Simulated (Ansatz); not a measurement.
A crystal relaxed with r2SCAN in Ansatz 0.2.0 has space group Fm-3m (No. 225) and a = 5.696 Å.

```json
{"atom": "Xx", "site": "4a", "x": "0.0000", "y": "0.0000", "z": "0.0000"}
{"atom": "S", "site": "4b", "x": "0.5000", "y": "0.0000", "z": "0.0000"}
```

r2SCAN gives an indirect gap of 2.80 eV, from Γ to X; the least direct gap is 3.63 eV at X. The HSE06 gap is indirect, 3.41 eV (Γ to X), below the direct gap of 4.32 eV at X. The PBE gap is indirect, 2.36 eV (Γ to X), below the direct gap of 3.17 eV at X. Meshes: r2SCAN 8×8×8, HSE06 6×6×6, PBE 8×8×8. r2SCAN's ε∞ is 4.6 in all directions.

Question: Which element is Xx?
A. Sr
B. Ba
C. Mg
D. Ca

Answer: D. Xx is Ca: CaS (started from an entry of an open crystallographic database). Ca has 6 S at 2.85 Å; S has 6 Ca at 2.85 Å.

Calculated for a static, non-magnetic cell.

The meshes of the hybrids are coarse, so their gaps aren't converged to the digits shown.
